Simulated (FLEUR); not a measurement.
# 1 ML Cr on Rh(001), 1 substrate layers: parallel and opposed starts, part 2 of 2

Wanted: the moments of 1 ML Cr on Rh(001), 1 substrate layers and the energy of each order that was tried.

FLEUR MaX-R8.1; PBE; all-electron FLAPW film, Dirac cores, scalar-relativistic bands.

So far, largest spin moment in the muffin-tin sphere (μB): step 2 (start 1: ferro +) 3.25; step 3 (start 2: antiferro q=(1/2,1/2,0) +-) 2.83; step 4 (run 3 (antiferro q=(0,1/2,0) +-)) 3.04.

## Step 7: Spin–orbit coupling, moments along z

Spin–orbit coupling ties the spins to the lattice and lets orbital moments form.

A new self-consistent run of the start antiferro q=(0,1/2,0) +-, with the moments along z. The k list default-1 (kpts.xml, not shown) is a Γ-centred 10×5×1 mesh.

File inp.xml:

```
<?xml version="1.0" encoding="UTF-8" standalone="no"?>
<fleurInput fleurInputVersion="0.39">
   <comment>
      CrRh
   </comment>
   <calculationSetup>
      <cutoffs Kmax="3.6" Gmax="10.8" GmaxXC="10.8" numbands="138"/>
      <scfLoop itmax="120" minDistance="0.00002" maxIterBroyd="15" imix="Anderson" alpha="0.03" precondParam="0.0" spinf="2.0" sdNocoIR="T"/>
      <coreElectrons ctail="T" frcor="F" kcrel="0" coretail_lmax="0"/>
      <xcFunctional name="pbe" relativisticCorrections="F"/>
      <magnetism jspins="2"/>
      <soc l_soc="T" theta="0.0" phi="0.0" spav="F"/>
      <expertModes spex="0" secvar="F"/>
      <geometryOptimization l_f="F" forcealpha="1.0" forcemix="BFGS" epsdisp="0.00001" epsforce="0.00001"/>
      <ldaU l_linMix="F" mixParam="0.05" spinf="1.0"/>
   </calculationSetup>
   <cell>
      <bzIntegration valenceElectrons="58.0" mode="hist" fermiSmearingEnergy="0.00110248">
         <kPointListSelection listName="default-1"/>
         <xi:include xmlns:xi="http://www.w3.org/2001/XInclude" href="kpts.xml"> </xi:include>
      </bzIntegration>
      <xi:include xmlns:xi="http://www.w3.org/2001/XInclude" href="sym.xml"> </xi:include>
      <filmLattice scale="1.0" dVac="8.92" dTilda="11.42">
         <bravaisMatrixFilm>
            <row-1>    5.0719587780120392     0.0000000000000000</row-1>
            <row-2>    0.0000000000000000    10.1439175560240784</row-2>
         </bravaisMatrixFilm>
         <vacuumEnergyParameters vacuum="1" spinUp="-.25" spinDown="-.25"/>
         <vacuumEnergyParameters vacuum="2" spinUp="-.25" spinDown="-.25"/>
      </filmLattice>
   </cell>
   <atomSpecies>
      <species name="Rhodium (Rh)" element="Rh" atomicNumber="45">
         <mtSphere radius="2.35" gridPoints="777" logIncrement="0.016"/>
         <atomicCutoffs lmax="8" lnonsphr="6"/>
         <electronConfig flipSpins="F">
            <coreConfig>(1s1/2) (2s1/2) (2p1/2) (2p3/2) (3s1/2) (3p1/2) (3p3/2) (4s1/2) (3d3/2) (3d5/2)</coreConfig>
            <valenceConfig>(4p1/2) (4p3/2) (5s1/2) (4d3/2) (4d5/2)</valenceConfig>
            <stateOccupation state="(5s1/2)" spinUp="0.500000" spinDown="0.500000"/>
            <stateOccupation state="(4d3/2)" spinUp="1.600000" spinDown="1.600000"/>
            <stateOccupation state="(4d5/2)" spinUp="2.400000" spinDown="2.400000"/>
         </electronConfig>
         <energyParameters s="5" p="5" d="4" f="4"/>
         <lo type="SCLO" l="1" n="4" eDeriv="0"/>
      </species>
      <species name="Chromium (2.500" element="Cr" atomicNumber="24">
         <mtSphere radius="2.35" gridPoints="777" logIncrement="0.016"/>
         <atomicCutoffs lmax="8" lnonsphr="6"/>
         <electronConfig flipSpins="F">
            <coreConfig>(1s1/2) (2s1/2) (2p1/2) (2p3/2)</coreConfig>
            <valenceConfig>(3s1/2) (3p1/2) (3p3/2) (4s1/2) (3d3/2) (3d5/2)</valenceConfig>
            <stateOccupation state="(4s1/2)" spinUp="0.5" spinDown="0.5"/>
            <stateOccupation state="(3d3/2)" spinUp="1.0" spinDown="1.0"/>
            <stateOccupation state="(3d5/2)" spinUp="2.75" spinDown="0.25"/>
         </electronConfig>
         <energyParameters s="4" p="4" d="3" f="4"/>
         <lo type="SCLO" l="0" n="3" eDeriv="0"/>
         <lo type="SCLO" l="1" n="3" eDeriv="0"/>
      </species>
      <species name="Chromium (-2.500" element="Cr" atomicNumber="24">
         <mtSphere radius="2.35" gridPoints="777" logIncrement="0.016"/>
         <atomicCutoffs lmax="8" lnonsphr="6"/>
         <electronConfig flipSpins="F">
            <coreConfig>(1s1/2) (2s1/2) (2p1/2) (2p3/2)</coreConfig>
            <valenceConfig>(3s1/2) (3p1/2) (3p3/2) (4s1/2) (3d3/2) (3d5/2)</valenceConfig>
            <stateOccupation state="(4s1/2)" spinUp="0.5" spinDown="0.5"/>
            <stateOccupation state="(3d3/2)" spinUp="1.0" spinDown="1.0"/>
            <stateOccupation state="(3d5/2)" spinUp="0.25" spinDown="2.75"/>
         </electronConfig>
         <energyParameters s="4" p="4" d="3" f="4"/>
         <lo type="SCLO" l="0" n="3" eDeriv="0"/>
         <lo type="SCLO" l="1" n="3" eDeriv="0"/>
      </species>
   </atomSpecies>
   <atomGroups>
      <atomGroup species="Rhodium (Rh)">
         <filmPos label="                   1">.0000000000 .0000000000 -1.7093837303</filmPos>
         <filmPos label="                   2">.0000000000 1.000/2.000 -1.7093837303</filmPos>
         <force calculate="T" relaxXYZ="TTT"/>
      </atomGroup>
      <atomGroup species="Chromium (2.500">
         <filmPos label="                   3">1.000/2.000 1.000/4.000 1.7093837303</filmPos>
         <force calculate="T" relaxXYZ="TTT"/>
      </atomGroup>
      <atomGroup species="Chromium (-2.500">
         <filmPos label="                   4">1.000/2.000 -1.000/4.000 1.7093837303</filmPos>
         <force calculate="T" relaxXYZ="TTT"/>
      </atomGroup>
   </atomGroups>
   <output dos="F" band="F" slice="F">
      <bandDOS minEnergy="-.5*Htr" maxEnergy="0.5*Htr" sigma="0.015" storeEVData="T"/>
      <plotting iplot="0" polar="F">
         <plot TwoD="T" vec1="  1.0  0.0  0.0" vec2="  0.0  1.0  0.0" vec3="  0.0  0.0  1.0" zero="  0.0  0.0 -0.5" file="plot"/>
      </plotting>
      <moessbauerParams electricFieldGradient="F" isomerShift="F" coreHyperfine="F" valenceHyperfine="F"/>
   </output>
</fleurInput>
```

File crystal.txt:

```
CrRh
&input film=T cartesian=F /
2.68396500000  0.00000000000  0.00000000000
0.00000000000  5.36793000000  0.00000000000
0.00000000000  0.00000000000  1.00000000000
1.8897261246
1.0 1.0 1.0

4
45 0.00000000000  0.00000000000  -1.70938373032
45 0.00000000000  0.50000000000  -1.70938373032
24 0.50000000000  0.25000000000  1.70938373032 : 2.500
24 0.50000000000  0.75000000000  1.70938373032 : -2.500

&soc 0.0000000 0.0000000 /
&kpt div1=10 div2=5 div3=1 gamma=T /
```

Command:

```console
> OMP_NUM_THREADS=1 inpgen -f crystal.txt > inpgen.log  # inp.xml is then edited as shown
> OMP_NUM_THREADS=1 mpirun -n 4 fleur_MPI > fleur.log
```

It took 3 min on 4 MPI ranks of AMD EPYC 9R45, shared host; peak memory 0.88 GiB; 12 min of CPU time.

Spin moment in the muffin-tin sphere by atom:

| atom | spin moment in the muffin-tin sphere (μB) |
| --- | --- |
| Rh1 | 0.00 |
| Rh2 | 0.00 |
| Cr3 | 3.04 |
| Cr4 | -3.04 |

Read from the output:

- free energy: -317615.7520 eV
- program's band gap on this mesh (in a metal only a level spacing): 0.003238 eV
- magnetization: 0 μB
- final state: antiferromagnetic
- orbital moment along the spin: -0.00638 μB

Orbital moment in the sphere, along the spin axis by atom:

| atom | orbital moment in the sphere, along the spin axis (μB) |
| --- | --- |
| Rh1 | 0.0000 |
| Rh2 | 0.0000 |
| Cr3 | -0.0064 |
| Cr4 | 0.0064 |

## Step 8: What came out

| Property | Result |
| --- | --- |
| lowest state found | antiferromagnetic (typed antiferro q=(0,1/2,0) +-) |
| largest site spin moment | 3.04 μB |
| next finished state | antiferromagnetic, 12.8 meV a seeded atom higher |
| energy gained by spin polarisation | 467 meV a seeded atom |
| orbital moment on the atom of largest spin, along its spin (spin–orbit run) | -0.00638 μB |

In words: The lowest state found is antiferromagnetic, reached from the start antiferro q=(0,1/2,0) +-, with moments up to 3.04 μB. The next finished state costs 13 meV a seeded atom. On the atom of largest spin the orbital moment is almost quenched. This is the lowest of 4 finished starts, no proof of the ground state. With one substrate layer the cell is a free-standing, unrelaxed film and no surface.

[Logs and program files are shortened in this print: banners, set-up blocks, solver, clock and traceback lines can be left out without a mark of their own.]

[Logs are printed without paths, hosts, clocks, repeated set-up lines and the standing remarks that a program may print on its own settings, such as how far it seeks lower states.]

[Hosts, paths, dates, database ids (printed as entryN), source tags and the programs' standing remarks are cut or masked in the printed files.]

[Where a cell is said to come from a database of computed structures, the database is the Materials Project.]
